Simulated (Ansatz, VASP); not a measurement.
InAs: VASP beside Ansatz

The input INCAR:

```
SYSTEM = InAs
ALGO = Normal
EDIFF = 1E-6
ENCUT = 520
ISIF = 2
ISMEAR = -1
LASPH = .TRUE.
LCHARG = .TRUE.
LELF = .TRUE.
LREAL = .FALSE.
LVHAR = .TRUE.
LWAVE = .FALSE.
NBANDS = 16
NELM = 80
PREC = Accurate
SIGMA = 0.05
```

File KPOINTS:

```
k-points
0
G
  8 8 8
  0 0 0
```

File POSCAR:

```
InAs
1.0
    0.0000000000      3.0771914981      3.0771914981
    3.0771914981      0.0000000000      3.0771914981
    3.0771914981      3.0771914981      0.0000000000
In As
1 1
Direct
    0.0000000000      0.0000000000      0.0000000000
    0.7500000000      0.7500000000      0.7500000000
```

The input input.yaml:

```yaml
crystal:
  lattice:
    - [0.0, 3.0771914981, 3.0771914981]
    - [3.0771914981, 0.0, 3.0771914981]
    - [3.0771914981, 3.0771914981, 0.0]
  atoms:
    - { symbol: In, position: [0.0, 0.0, 0.0] }
    - { symbol: As, position: [0.75, 0.75, 0.75] }
kpoints:
  mp_grid: { grid: [8, 8, 8] }
scf:
  occupations: { method: fermi_dirac, width: 0.05 }
hamiltonian:
  xc: lda
  pseudopotentials: { kind: all_electron, lapw: { basis_error: 0.001 } }
output:
  forces: true
  stress: true
  eigenvalues: true
```

Change from the starting cell: volume scaled by 1.06.

Alike in both runs: task single point; functional LDA; k mesh 8 × 8 × 8; occupations fermi-dirac, width 0.05 eV; no spin polarisation.

```csv
,VASP,Ansatz
version,VASP 6.6.1,Ansatz 0.2.0
potentials or method,"VASP PAW LDA potentials, release 64 (In_d, As)","all-electron LAPW, scalar-relativistic"
plane-wave cutoff (eV),520,see its input
```

Ansatz gave:

* gap on the k mesh at the Fermi level (eV): none
* pressure (GPa): -3.3

**Question.** Estimate VASP's values.

**Answer.** gap on the k mesh at the Fermi level (eV): none; pressure (GPa): -3.2.

A gap of «none» marks a metal or a gap that the smearing closes. Ansatz ran all-electron here, so the differences hold the error of VASP's frozen core and of both bases.
